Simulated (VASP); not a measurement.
**MgF2 (rutile): computed properties**

The numbers are results of r2SCAN meta-GGA, VASP's PBE PAW potentials (set 64) (plane waves; VASP), not measurements.

```json
{
  "space_group": "P4_2/mnm (136)",
  "cell": "a = b = 4.6031 Å, c = 3.0354 Å, α = β = γ = 90.00°",
  "volume_per_atom": "10.72 Å³/atom",
  "band gap (over mesh and band path)": "8.11 eV",
  "smallest direct gap (over mesh and band path)": "8.11 eV",
  "band_edge_character": "direct, Γ to Γ",
  "density": "3.22 g/cm³"
}
```

Space group P4₂/mnm (No. 136); a = b = 4.6031 Å, c = 3.0354 Å, α = β = γ = 90.00°

| atom | site | symmetry | x | y | z |
|---|---|---|---|---|---|
| Mg | 2a | m.mm | 0.0000 | 0.0000 | 0.0000 |
| F | 4f | m.2m | 0.3030 | 0.3030 | 0.0000 |

Measured: gap 12.40 eV (computed value off by -4.29 eV), as given by Andrés Aguado et al., Journal of the Physical Society of Japan (1999), arXiv:cond-mat/9901145; a 4.621 Å (computed value off by -0.4 %), c 3.052 Å (computed value off by -0.6 %), as given by Wikipedia, Sellaite (infobox). The calculation is for a static lattice, while the measured a, c hold thermal and zero-point effects, which are part of the difference.

The compound is MgF2 in the rutile structure. It was relaxed first. Symmetry was kept, so distortions that lower it aren't found.
